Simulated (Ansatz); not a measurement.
The system is SnTe.

```xyz
2
Lattice="3.9047 0.0000 0.0000 0.0000 3.9047 0.0000 0.0000 0.0000 3.9047" Properties=species:S:1:pos:R:3 pbc="T T T"
Te    1.9524    1.9524    1.9524
Sn    0.0000    0.0000    0.0000
```

Measurements of this composition are mostly on another form, of space group No. 225.

Base run:

| Item | Value |
| --- | --- |
| Program | Ansatz 0.2.0 |
| Functional | PBE |
| Potentials or basis | all-electron LAPW, scalar-relativistic |
| Cutoff | 152 eV (chosen from the basis error) |
| Basis error allowed | 0.001 eV/atom |
| k mesh | 7 × 7 × 7 |
| Occupations | gaussian, width 0.05 eV |
| Spin | no spin polarisation |

Its results: band gap on the k mesh none (metal or under the smearing width); pressure -1.1 GPa.

Question: The run is repeated on the same cell with these changes: functional from PBE to RPBE. What comes out?

Answer: Band gap on the k mesh none (metal or under the smearing width); pressure 0.3 GPa.

RPBE binds less tightly than PBE, so the same cell stands under more pressure.
